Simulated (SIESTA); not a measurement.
Runs of SIESTA 5.4.2 on CaF2 (Fluorite). Symmetry: Fm-3m, No. 225, cubic system. Conventional cell: a = 5.462 Å, b = 5.462 Å, c = 5.462 Å, α = 90.00°, β = 90.00°, γ = 90.00°. Around Ca (site symmetry m-3m) lie 8 F at 2.37 Å. F (site symmetry -43m) is surrounded by 4 Ca at 2.37 Å. 

```csv
level,gap on the mesh (eV),pressure (GPa)
vdW-DF-C09,7.19,-1.5
optB88-vdW,7.26,(d)
vdW-DF,(c),5.5
vdW-DF2,(a),4.9
VV10,6.96,0.5
vdW-DF-cx,(b),-0.1
```

Alike in all rows: task single point; potentials or basis PseudoDojo 0.4 standard (PBE files), DZP (energy shift 0.003 Ry; two zetas on semicore shells; d shell added on Ca); no spin polarisation; cell as given; k mesh 8 × 8 × 8; smearing fermi-dirac 0.05 eV; grid cutoff 800 Ry; energy shift 0.003 Ry.

Question: Estimate the missing entries.

Answer: (a) 7.20; (b) 7.37; (c) 7.54; (d) 0.4.

Caveats: the potentials were made for another functional, which shifts forces and pressure; the basis of atomic orbitals isn't converged, which shifts pressures, moduli and gaps; the non-local part is tabulated coarsely and may be off by about a percent (some runs).

A k mesh can miss the band edges.

Runs at the PBE level aren't shown here.
